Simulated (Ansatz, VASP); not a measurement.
Two plane-wave programs on BN

INCAR

```
SYSTEM = BN
PREC     = Accurate       ! precision mode
ENCUT    = 520            ! plane-wave cutoff, eV
EDIFF    = 1E-6           ! SCF threshold, eV
ISMEAR   = 0              ! smearing method
SIGMA    = 0.05           ! smearing width, eV
LREAL    = .False.        ! projectors in reciprocal space
LASPH    = .True.         ! aspherical terms in the spheres
NELM     = 80             ! most SCF steps
ALGO     = Normal         ! electronic algorithm
ISIF     = 2              ! what is computed and relaxed
LWAVE    = .False.        ! write WAVECAR
LCHARG   = .True.         ! write CHGCAR
GGA      = PE             ! functional
IVDW     = 12             ! dispersion correction
LELF     = .True.         ! ELF
LVHAR    = .True.       
NBANDS   = 26             ! bands
```

Contents of KPOINTS:

```
regular mesh
0
Gamma
  10 10 2
  0 0 0
```

The input POSCAR:

```
BN
1.0
   -2.5064381127      0.0000000000      0.0000000000
   -1.2532190563     -2.1706390786      0.0000000000
   -2.8197428768     -1.6279793090     13.2336949040
B N
4 4
Direct
   -0.3229166667     -0.3229166667      0.8750000000
    0.0520833333      0.0520833333      0.3750000000
    0.5729166667      0.5729166667      0.1250000000
    0.1979166667      0.1979166667      0.6250000000
    0.2395833333      0.2395833333      0.1250000000
   -0.1354166667     -0.1354166667      0.6250000000
    0.0104166667      0.0104166667      0.8750000000
    0.3854166667      0.3854166667      0.3750000000
```

Input for Ansatz:

```yaml
crystal:
  lattice:
    - [-2.5064381127, 0.0, 0.0]
    - [-1.2532190563, -2.1706390786, 0.0]
    - [-2.8197428768, -1.627979309, 13.233694904]
  atoms:
    - { symbol: B, position: [-0.3229166667, -0.3229166667, 0.875] }
    - { symbol: B, position: [0.0520833333, 0.0520833333, 0.375] }
    - { symbol: B, position: [0.5729166667, 0.5729166667, 0.125] }
    - { symbol: B, position: [0.1979166667, 0.1979166667, 0.625] }
    - { symbol: "N", position: [0.2395833333, 0.2395833333, 0.125] }
    - { symbol: "N", position: [-0.1354166667, -0.1354166667, 0.625] }
    - { symbol: "N", position: [0.0104166667, 0.0104166667, 0.875] }
    - { symbol: "N", position: [0.3854166667, 0.3854166667, 0.375] }
basis:
  ecutwfc: 420
kpoints:
  mp_grid: { grid: [10, 10, 2] }
hamiltonian:
  xc: pbe
  dispersion: d3bj
scf:
  occupations: { method: gaussian, width: 0.05 }
output:
  forces: true
  stress: true
  eigenvalues: true
```

Alike in both runs: task single point; functional PBE; dispersion D3(BJ); k mesh 10 × 10 × 2; occupations gaussian, width 0.05 eV; no spin polarisation.

```csv
,VASP,Ansatz
version,VASP 6.6.1,Ansatz 0.2.0
potentials or method,"VASP PAW PBE potentials, release 64 (B, N)","scalar-relativistic, plane waves, PAW"
plane-wave cutoff (eV),520,420
valence electrons in the cell,32,32
```

Ansatz gave:

| Property | Result |
| --- | --- |
| gap on the k mesh at the Fermi level (eV) | 4.01 |
| least direct gap on the mesh (eV) | 4.26 |
| pressure (GPa) | 0.0 |
| largest component of the traceless stress (GPa) | 0.12 |
| rms of the force components (eV/Å) | 0.007 |

Task: Estimate VASP's values.

Result: gap on the k mesh at the Fermi level (eV): 4.00; least direct gap on the mesh (eV): 4.25; pressure (GPa): 0.0; largest component of the traceless stress (GPa): 0.08; rms of the force components (eV/Å): 0.007.

Atom by atom the forces differ by 0.000 eV/Å (rms over components).

A k mesh can miss the band edges.
